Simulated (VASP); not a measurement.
A run of VASP 6.6.1 is set up as follows.

The input INCAR:

```
SYSTEM = InAs
PREC     = Accurate       ! precision mode
ENCUT    = 600            ! plane-wave cutoff, eV
EDIFF    = 1E-7           ! SCF threshold, eV
ISMEAR   = 0              ! smearing method
SIGMA    = 0.03           ! smearing width, eV
LREAL    = .FALSE.        ! projectors in reciprocal space
LASPH    = .TRUE.         ! aspherical terms in the spheres
NELM     = 80             ! most SCF steps
ALGO     = Normal         ! electronic algorithm
ISIF     = 3              ! what is computed and relaxed
LWAVE    = .FALSE.        ! write WAVECAR
LCHARG   = .FALSE.        ! write CHGCAR
GGA      = PE             ! functional
IVDW     = 12             ! dispersion correction
IBRION   = 2              ! ionic algorithm
NSW      = 90             ! ionic steps
EDIFFG   = -0.005         ! ionic threshold
```

File KPOINTS:

```
regular mesh
0
G
  10 10 10
  0 0 0
```

Contents of POSCAR:

```
InAs                                    
1.0
    0.0000000000      3.0567662025      3.0567662025
    3.0567662025      0.0000000000      3.0567662025
    3.0567662025      3.0567662025     -0.0000000000
  In              As            
     1     1
Direct
     0.0000000000000000    0.0000000000000000    0.0000000000000000
     0.2500000000000000    0.2500000000000000    0.2500000000000000
```

Potentials or basis: VASP PAW PBE potentials, release 64 (In_d, As).

Command:

```bash
$ cat potpaw_PBE.64/In_d/POTCAR potpaw_PBE.64/As/POTCAR > POTCAR
$ mpirun -np 1 vasp_std > vasp.out
```

Q: What does it give for the band gap on the k mesh?

A: None (metal or under the smearing width).

Q: Estimate the dispersion energy per atom.

A: -0.312 eV.

Final structure:
```xyz
2
Lattice="0.0000 3.0568 3.0568 3.0568 0.0000 3.0568 3.0568 3.0568 0.0000" Properties=species:S:1:pos:R:3 pbc="T T T"
In    0.0000    0.0000    0.0000
As    1.5284    1.5284    1.5284
```

Caveat: the relaxation stopped at its first step, so nothing moved; this crystal is a semiconductor, whose small gap the functional closes, so the metal is an error of the method.
